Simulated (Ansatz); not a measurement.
# NiSb: enthalpy against pressure

NiSb, P6_3/mmc, a = 3.976 Å, c = 5.157 Å. The structure is a COD entry; whether it is the stable form wasn't checked. Ansatz: PBE, PAW, 420 eV, Γ-centred 12×12×8 mesh on 4 atoms, Gaussian smearing 0.10 eV; no spin polarisation. Cell and atoms are relaxed at each pressure, and no other structure is tried, so the rows at high pressure may lie past a change of phase. y is the enthalpy over the state at zero pressure; there V0 = 17.650 Å³/atom. The pressures are the targets, met within 0.07 GPa.

| P (GPa) | y (eV/atom) |
| --- | --- |
| -2.0 | -0.2222 |
| 0.0 | 0.0000 |
| 2.0 | 0.2183 |
| 5.0 | 0.5393 |
| 10.0 | ? |
| 20.0 | 2.0534 |
| 40.0 | 3.9066 |

Question: Fit y = c1 P + c2 P² + c3 P³ to the other rows, say what c1 and c2 mean, and predict the missing value.

Answer: Least squares on the rows shown. y = 0.10998 P − 0.00042336 P² + 2.8874×10⁻⁶ P³. Since dH/dP = V, c1 is V0: 0.10998 eV/GPa × 160.2 = 17.619 Å³ against 17.650; c2 = −V0/(2B0) gives B0 = 130 GPa, where a Birch–Murnaghan fit to the volumes of the same runs (not shown) gives 113 GPa: a cubic over this range folds the higher terms into c2. At P = 10.0 the fit asked for gives 1.0604 eV/atom. The run gave 1.0592 eV/atom, so the fit is 0.0012 eV/atom too high, 0.029 % of the span of the series, against an rms of 0.0003 eV/atom on the fitted rows. With a term in P⁴ added, a fit to the same known rows predicts 1.0590 eV/atom, so most of the miss is curvature that the known rows already hold.

The mesh isn't the same in all rows (12×12×8, 12×12×10).